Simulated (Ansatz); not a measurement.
Two Ansatz runs on BP

The cell is built from the rocksalt type as a first guess.

First run: DFT, PBE, PAW with Ansatz's default frozen-core files, scalar-relativistic (Ansatz 0.2.0).

Command: `ansatz run input.yaml --threads 1 --pin off --max-ram 2048MiB --backend cpu --events-out ev --progress --plain --runs-dir out` The run took about 18 s on 1 thread of a shared machine.

```yaml
crystal:
  lattice:
    - [0.0, 2.2322827293, 2.2322827293]
    - [2.2322827293, 0.0, 2.2322827293]
    - [2.2322827293, 2.2322827293, 0.0]
  atoms:
    - { symbol: B, position: [0.0, 0.0, 0.0] }
    - { symbol: P, position: [0.5, 0.5, 0.5] }
kpoints:
  mp_grid: { grid: [16, 16, 16] }
scf:
  occupations: { method: fermi_dirac, width: 0.05 }
hamiltonian:
  xc: pbe
  pseudopotentials: { kind: paw }
output:
  forces: true
  stress: true
  write_density: true
  write_potential: true
  elf: true
  volumetric_format: npy
relax:
  f_tol: 0.005
  max_steps: 80
  cell: {}
```

Result: converged; relaxed volume 10.075 Å³/atom; 36 SCF iterations in all.

A second input differs as follows:

```diff
@@ -11,4 +11,5 @@
 scf:
   occupations: { method: fermi_dirac, width: 0.05 }
+  max_iter: 75
 hamiltonian:
   xc: pbe
@@ -17,11 +18,9 @@
   forces: true
   stress: true
-  write_density: true
-  write_potential: true
-  elf: true
-  volumetric_format: npy
 relax:
   f_tol: 0.005
   max_steps: 80
   cell: {}
+basis:
+  ecutwfc: "120 eV"
```

**Question.** What is wrong with it, and what does the program do?

**Answer.** The fault is a cutoff far too low. The run converged; energy at zero smearing +2487.0 meV/atom from the first run; relaxed volume 11.929 Å³/atom; 58 SCF iterations in all. Such numbers aren't properties of the crystal. The log ends:
```
    - [-2.165533127992989e-33, 2.284919913936124, 2.284919913936124]
    - [2.284919913936124, 2.165533254104259e-34, 2.284919913936124]
    - [2.284919913936124, 2.284919913936124, -5.477524935362759e-34]
  atoms:
    - { symbol: B, position: [1.3480664875524463e-36, -3.145488470952304e-36, -1.1233887396247782e-35] }
    - { symbol: P, position: [0.5, 0.5, 0.5] }
```
